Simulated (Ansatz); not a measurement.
# HfO2: the cost of one run

Method: DFT PBE, scalar-relativistic, plane waves, PAW, in Ansatz 0.2.0.

**1. The starting structure**

The structure is cubic, space group Fm-3m (No. 225). The conventional cell has a = 5.115 Å, b = 5.115 Å, c = 5.115 Å, α = 90.00°, β = 90.00°, γ = 90.00°. Hf (site symmetry m-3m) is surrounded by 8 O at 2.21 Å. O (site symmetry -43m) is surrounded by 4 Hf at 2.21 Å.

As a file:

```cif
data_structure
_symmetry_space_group_name_H-M 'P 1'
_symmetry_Int_Tables_number 1
_cell_length_a 3.6169
_cell_length_b 3.6169
_cell_length_c 3.6169
_cell_angle_alpha 60.000
_cell_angle_beta 60.000
_cell_angle_gamma 60.000
_cell_volume 33.46
loop_
_atom_site_label
_atom_site_type_symbol
_atom_site_fract_x
_atom_site_fract_y
_atom_site_fract_z
_atom_site_occupancy
Hf1 Hf 0.00000 0.00000 0.00000 1
O1 O 0.25000 0.25000 0.25000 1
O2 O 0.75000 0.75000 0.75000 1
```

The cell is taken as given, not relaxed at this level.

**2. The reference cell**

Reference values: F = -16861.4074 eV; pressure -2.46 GPa; largest force 0.000 eV/Å; gap on the mesh 3.72 eV. It was computed beforehand with the settings of the runs below.

**3. Setting up biaxial against axial strain**

The cell is strained by p along both x and y and by q along z, with fractional coordinates fixed.

**4. At p = -0.050, q = -0.050**

File input.yaml:

```yaml
crystal:
  lattice:
    - [0.0, 2.429625, 2.429625]
    - [2.429625, 0.0, 2.429625]
    - [2.429625, 2.429625, 0.0]
  atoms:
    - { symbol: Hf, position: [0.0, 0.0, 0.0] }
    - { symbol: O, position: [0.25, 0.25, 0.25] }
    - { symbol: O, position: [0.75, 0.75, 0.75] }
basis:
  ecutwfc: 420
kpoints:
  mp_grid: { grid: [8, 8, 8] }
hamiltonian:
  xc: pbe
scf:
  occupations: { method: gaussian, width: 0.05 }
output:
  forces: true
  stress: true
  eigenvalues: true
```

On the command line:

```sh
$ ansatz run input.yaml --threads 1 --pin off --max-ram 2560MiB --backend cpu --events-out ev --progress --plain --runs-dir out
```

**Question.** How long does this run take on 1 thread of Intel Xeon Platinum 8259CL at 2.50GHz (Skylake/Cascade Lake), shared host, and how much memory does it need?

About 1.6 s, with a peak of 0.36 GiB.
